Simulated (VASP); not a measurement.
# Pb (P6_3/mmc) in VASP: a series of runs

The runs below take Pb through relaxation of cell and atoms, with PBE.

Program: VASP 6.6.1. These are calculated values, not measurements. Logs are shortened: lines on timing, memory, paths and dates and some standing lists are left out, and cuts for length are marked.

**1. The structure**

It takes space group P6_3/mmc (No. 194, hexagonal). Conventional cell: a = 3.480 Å, b = 3.480 Å, c = 5.590 Å, α = 90.00°, β = 90.00°, γ = 120.00°. Pb (site symmetry -6m2) has 12 Pb at 3.44 to 3.48 Å as nearest neighbours.

This isn't the form of Pb at room conditions, which is fcc.

**2. Relaxation of cell and atoms, PBE**

File INCAR:

```
  PREC = Accurate
  ENCUT = 520
  EDIFF = 1E-6
  ISMEAR = 0
  SIGMA = 0.1
  LREAL = False
  LASPH = True
  NELM = 120
  ALGO = Normal
  ISIF = 3
  LWAVE = False
  LCHARG = False
  GGA = PE
  IBRION = 2
  NSW = 90
  EDIFFG = -0.01
```

File KPOINTS:

```
regular mesh
0
Gamma
  14 14 8
```

File POSCAR:

```
Pb
1.0
    3.4800000000      0.0000000000      0.0000000000
   -1.7400000000      3.0137684100      0.0000000000
    0.0000000000      0.0000000000      5.5900000000
Pb
2
Direct
    0.3333333300      0.6666666700      0.2500000000
    0.6666666700      0.3333333300      0.7500000000
```

Potentials or basis: VASP PAW PBE potentials, release 64 (Pb_d).

Run with:

```console
cat potpaw_PBE.64/Pb_d/POTCAR > POTCAR
mpirun -np 1 vasp_std > vasp.out
```

OUTCAR:

```text
PREC = Accurate
   ENCUT = 520
   EDIFF = 1E-6
   ISMEAR = 0
   LREAL = False
   LASPH = True
   NELM = 120
   ISIF = 3
   GGA = PE
   IBRION = 2
   NSW = 90
   EDIFFG = -0.01

 ion  position               nearest neighbor table
   1  0.333  0.667  0.250-   2 3.44   2 3.44   2 3.44   2 3.44   2 3.44   2 3.44
   2  0.667  0.333  0.750-   1 3.44   1 3.44   1 3.44   1 3.44   1 3.44   1 3.44

  LATTYP: Found a hexagonal cell.
 ALAT       =     3.4800000000
 C/A-ratio  =     1.6063218391

  Lattice vectors:

 A1 = (   3.4800000000,   0.0000000000,   0.0000000000)
 A2 = (  -1.7400000000,   3.0137684100,   0.0000000000)
 A3 = (   0.0000000000,   0.0000000000,   5.5900000000)

Analysis of symmetry for initial positions (statically):
=====================================================================
 Subroutine PRICEL returns:
 Original cell was already a primitive cell.

 Routine SETGRP: Setting up the symmetry group for a
 hexagonal supercell.

 Subroutine GETGRP returns: Found 24 space group operations
 (whereof 12 operations were pure point group operations)
 out of a pool of 24 trial point group operations.

The static configuration has the point symmetry D_3d.
 The point group associated with its full space group is D_6h.

Analysis of symmetry for dynamics (positions and initial velocities):
=====================================================================
 Subroutine PRICEL returns:
 Original cell was already a primitive cell.

 Routine SETGRP: Setting up the symmetry group for a
 hexagonal supercell.

 Subroutine GETGRP returns: Found 24 space group operations
 (whereof 12 operations were pure point group operations)
 out of a pool of 24 trial point group operations.

The dynamic configuration has the point symmetry D_3d.
 The point group associated with its full space group is D_6h.

 Subroutine INISYM returns: Found 24 space group operations
 (whereof 12 operations are pure point group operations),
 and found     1 'primitive' translations

----------------------------------------------------------------------------------------

                                     Primitive cell

  volume of cell :      58.6274

  direct lattice vectors                    reciprocal lattice vectors
     3.480000000  0.000000000  0.000000000     0.287356322  0.165905250  0.000000000
    -1.740000000  3.013768410  0.000000000     0.000000000  0.331810499  0.000000000
     0.000000000  0.000000000  5.590000000     0.000000000  0.000000000  0.178890877
[... 68 lines left out ...]
   total plane-waves  NPLWV =  32928
   dimension x,y,z NGX =    28 NGY =   28 NGZ =   42
   dimension x,y,z NGXF=    56 NGYF=   56 NGZF=   84
   ions per type =               2
   NGX,Y,Z   is equivalent  to a cutoff of  13.38, 13.38, 12.49 a.u.
   NGXF,Y,Z  is equivalent  to a cutoff of  26.75, 26.75, 24.98 a.u.
 SYSTEM =  unknown system
   PREC   = accura    normal or accurate (medium, high low for compatibility)
   ISTART =      0    job   : 0-new  1-cont  2-samecut
   ICHARG =      2    charge: 1-file 2-atom 10-const
   ISPIN  =      1    spin polarized calculation?
   LNONCOLLINEAR =      F non collinear calculations
   LSORBIT =      F    spin-orbit coupling
   LASPH  =      T    aspherical Exc in radial PAW
   ENCUT  =  520.0 eV  38.22 Ry    6.18 a.u.   6.47  6.47 10.39*2*pi/ulx,y,z
   NELM   =    120;   NELMIN=  2; NELMDL= -5     # of ELM steps
   EDIFF  = 0.1E-05   stopping-criterion for ELM
   LREAL  =      F    real-space projection
   EDIFFG = -.1E-01   stopping-criterion for IOM
   NSW    =     90    number of steps for IOM
   IBRION =      2    ionic relax: 0-MD 1-quasi-New 2-CG
   NFREE  =      1    steps in history (QN), initial steepest desc. (CG)
   ISIF   =      3    stress and relaxation
   ISYM   =      2    0-nonsym 1-usesym 2-fastsym
   POTIM  = 0.5000    time-step for ionic-motion
   TEBEG  =    0.0;   TEEND  =   0.0 temperature during run
   PSTRESS=    0.0 pullay stress
   NELECT =      28.0000    total number of electrons
   NUPDOWN=      -1.0000    fix difference up-down
   EMIN   =  10.00;   EMAX   =-10.00  energy-range for DOS
   EFERMI =   0.00;   METHOD = LEGACY
   ISMEAR =     0;   SIGMA  =   0.10  broadening in eV -4-tet -1-fermi 0-gaus
   EFERMI_NEDOS =   21; number of points for ismear=-14 and -15
   IALGO  =     38    algorithm
   IMIX   =      4    mixing-type and parameters
     AMIX     =   0.40;   BMIX     =  1.00
     AMIX_MAG =   1.60;   BMIX_MAG =  1.00
  volume/ion in A,a.u.               =      29.31       197.82
  Fermi-wavevector in a.u.,A,eV,Ry     =   1.279658  2.418203 22.279870  1.637524
  Thomas-Fermi vector in A             =   2.412131
   LORBIT       =      0    0 simple, 1 ext, 2 COOP (PROOUT), +10 PAW based schemes
   GGA     = PE    functional components
   LHFCALC =     F    Hartree Fock is set to
   AEXX    =    0.0000 exact exchange contribution
   IVDW    =     0    specifies the selected vdW correction
   LEPSILON=     F    determine dielectric tensor
   LRPA    =     F    only Hartree local field effects (RPA)
 conjugate gradient relaxation of ions
 non-spin polarized calculation
 Gauss-broadening in eV      SIGMA  =   0.10
  energy-cutoff  :      520.00
  volume of cell :       58.63
 maximum number of plane-waves:      1617
 NGX is ok and might be reduce to    28
   NGX = 13   NGY = 13   NGZ = 21

--------------------------------------- Ionic step        1  -------------------------------------------

 number of electron      28.0000005 magnetization

 Free energy of the ion-electron system (eV)
  ---------------------------------------------------
  ext. energy  EPLUGINS =         0.00000000
  ---------------------------------------------------
  free energy    TOTEN  =        -7.03529319 eV

  energy without entropy =       -7.02914457  energy(sigma->0) =       -7.03221888

 E-fermi :   7.6323     XC(G=0): -10.3504

 val. band max:        7.6237812809   @ k =   0.2143   0.0714   0.1250
 cond. band min:       7.6391144100   @ k =   0.3571   0.2143   0.0000
 fundamental gap:      0.0153331291
 Fermi energy:         7.6322644787

 k-point     1 :       0.0000    0.0000    0.0000
  band No.  band energies     occupation
      1      -9.4735      2.00000
      2      -9.4252      2.00000
      3      -9.4136      2.00000
      4      -9.4136      2.00000
      5      -9.3887      2.00000
      6      -9.3887      2.00000
[... 710 lines left out ...]
--------------------------------------- Ionic step        7  -------------------------------------------

 number of electron      28.0000000 magnetization

 Free energy of the ion-electron system (eV)
  ---------------------------------------------------
  ext. energy  EPLUGINS =         0.00000000
  ---------------------------------------------------
  free energy    TOTEN  =        -7.09849246 eV

  energy without entropy =       -7.09103253  energy(sigma->0) =       -7.09476249

 E-fermi :   6.7340     XC(G=0):  -9.9598

 val. band max:        6.7264079195   @ k =   0.2143   0.0714   0.0000
 cond. band min:       6.7725291622   @ k =   0.5000   0.0000   0.1250
 fundamental gap:      0.0461212427
 Fermi energy:         6.7340333639

 k-point     1 :       0.0000    0.0000    0.0000
  band No.  band energies     occupation
      1     -10.3122      2.00000
      2     -10.3002      2.00000
      3     -10.2758      2.00000
      4     -10.2758      2.00000
      5     -10.2592      2.00000
      6     -10.2592      2.00000
[... 524 lines left out ...]
  FREE ENERGIE OF THE ION-ELECTRON SYSTEM (eV)
  ---------------------------------------------------
  free  energy   TOTEN  =        -7.0984924590 eV

  energy  without entropy=       -7.0910325287  energy(sigma->0) =       -7.09476249

 reached required accuracy - stopping structural energy minimisation
```

OSZICAR:

```text
N       E                     dE             d eps       ncg     rms          rms(c)
DAV:   1     0.282375317999E+03    0.28238E+03   -0.14827E+04  4328   0.193E+03
DAV:   2     0.117366247949E+02   -0.27064E+03   -0.26739E+03  4326   0.437E+02
[... 52 lines left out ...]
   6 F= -.70984685E+01 E0= -.70947287E+01  d E =-.177269E-02
       N       E                     dE             d eps       ncg     rms          rms(c)
DAV:   1    -0.709918913586E+01   -0.72005E-03   -0.29485E-02  4592   0.172E+00    0.120E-01
DAV:   2    -0.709872534110E+01    0.46379E-03   -0.10788E-03  5338   0.543E-01    0.718E-02
DAV:   3    -0.709848861144E+01    0.23673E-03   -0.50501E-04  5806   0.370E-01    0.962E-03
DAV:   4    -0.709849316041E+01   -0.45490E-05   -0.85607E-05  4556   0.136E-01    0.434E-03
DAV:   5    -0.709849245899E+01    0.70142E-06   -0.27733E-06  2908   0.269E-02
   7 F= -.70984925E+01 E0= -.70947625E+01  d E =-.179668E-02
```

CONTCAR:

```text
Pb
   1.00000000000000
     3.5376769076988306   -0.0000000000000000    0.0000000000000000
    -1.7688384538494153    3.0637180775131312    0.0000000000000000
     0.0000000000000000    0.0000000000000000    5.8693667510153400
  Pb
     2
Direct
     0.3333333300000021    0.6666666699999979    0.2500000000000000
     0.6666666699999979    0.3333333300000021    0.7500000000000000

  0.00000000E+00  0.00000000E+00  0.00000000E+00
  0.00000000E+00  0.00000000E+00  0.00000000E+00
```

Wall time 5.3 min (1 thread of Intel Xeon Platinum 8259CL at 2.50GHz (Skylake/Cascade Lake), shared host); peak memory 0.26 GiB.

Results:

| Item | Value |
| --- | --- |
| Free energy | -7.0985 eV |
| Relaxed volume | 31.81 Å³/atom |
| Relaxed cell | a = 3.538 Å, b = 3.538 Å, c = 5.869 Å, α = 90.00°, β = 90.00°, γ = 120.00° |
| Space group after relaxing (to 0.05 Å) | P6_3/mmc (No. 194) |
| Energy gained by relaxing | 31.6 meV/atom |
| Ionic steps | 7 |
| Pressure after relaxing | 0.0 GPa |
| Band gap on the k mesh | none (metal or under the smearing width) |

The path:
```tsv
step	energy change (eV)	largest force (eV/Å)	pressure (GPa)	volume (Å³)
1	0.0000	0.0000	3.95	58.63
2	-0.0587	0.0000	-0.76	64.98
3	-0.0614	0.0000	-0.04	63.75
4	-0.0614	0.0000	-0.12	63.86
5	-0.0624	0.0000	-0.13	63.78
6	-0.0632	0.0000	-0.09	63.59
7	-0.0632	0.0000	0.00	63.61
```

Final structure:
```cif
data_structure
_symmetry_space_group_name_H-M 'P 1'
_symmetry_Int_Tables_number 1
_cell_length_a 3.5377
_cell_length_b 3.5377
_cell_length_c 5.8694
_cell_angle_alpha 90.000
_cell_angle_beta 90.000
_cell_angle_gamma 120.000
_cell_volume 63.61
loop_
_atom_site_label
_atom_site_type_symbol
_atom_site_fract_x
_atom_site_fract_y
_atom_site_fract_z
_atom_site_occupancy
Pb1 Pb 0.33333 0.66667 0.25000 1
Pb2 Pb 0.66667 0.33333 0.75000 1
```

**3. Relaxation of cell and atoms, PBE**

This run uses another cell than the first one, of 31.81 Å³/atom, 1.085 times its volume.

INCAR: that of step 2 with these lines changed.

```diff
@@ -2,3 +2,3 @@
   ENCUT = 520
-  EDIFF = 1E-6
+  EDIFF = 1E-7
   ISMEAR = 0
@@ -14,3 +14,4 @@
   IBRION = 2
-  NSW = 90
-  EDIFFG = -0.01
+  NSW = 60
+  EDIFFG = -0.005
+  POTIM = 0.3
```

KPOINTS is that of step 2.

File POSCAR:

```
Pb                                      
1.0
    3.5376769077     -0.0000000000      0.0000000000
   -1.7688384538      3.0637180775      0.0000000000
    0.0000000000      0.0000000000      5.8693667510
  Pb            
     2
Direct
     0.3333333300000021    0.6666666699999979    0.2500000000000000
     0.6666666699999979    0.3333333300000021    0.7500000000000000
```

Potentials or basis: VASP PAW PBE potentials, release 64 (Pb_d).

Run with:

```console
cat potpaw_PBE.64/Pb_d/POTCAR > POTCAR
mpirun -np 1 vasp_std > vasp.out
```

It took 2.7 min on 1 thread of Intel Xeon Platinum 8259CL at 2.50GHz (Skylake/Cascade Lake), shared host; peak memory 0.27 GiB.

The run converged. Its results:

| Property | Result |
| --- | --- |
| Free energy | -7.1008 eV |
| Relaxed volume | 31.77 Å³/atom |
| Relaxed cell | a = 3.537 Å, b = 3.537 Å, c = 5.866 Å, α = 90.00°, β = 90.00°, γ = 120.00° |
| Space group after relaxing (to 0.05 Å) | P6_3/mmc (No. 194) |
| Energy gained by relaxing | 0.0 meV/atom |
| Ionic steps | 3 |
| Pressure after relaxing | 0.0 GPa |
| Band gap on the k mesh | none (metal or under the smearing width) |

Final structure:
```
Pb
1.0
     3.53659    0.00000    0.00000
    -1.76830    3.06278    0.00000
     0.00000    0.00000    5.86575
Pb
2
Direct
  0.33333 0.66667 0.25000
  0.66667 0.33333 0.75000
```

Levels at points of the mesh, in eV from the Fermi level:
| k point | band 12 | band 13 | band 14 | band 15 | band 16 | band 17 |
| --- | --- | --- | --- | --- | --- | --- |
| (0.00, 0.00, 0.00) | -8.19 | -3.98 | 5.50 | 5.50 | 6.92 | 7.12 |
| (0.50, 0.00, 0.00) | -7.07 | -2.88 | -1.51 | -0.41 | 1.72 | 2.14 |
| (0.00, 0.00, 0.50) | -10.32 | 0.53 | 0.53 | 6.27 | 6.27 | 6.27 |
| (0.50, 0.00, 0.50) | -7.49 | -3.47 | -3.47 | 3.28 | 3.28 | 3.38 |

Spin-orbit coupling is left out, which matters for the levels of Pb.
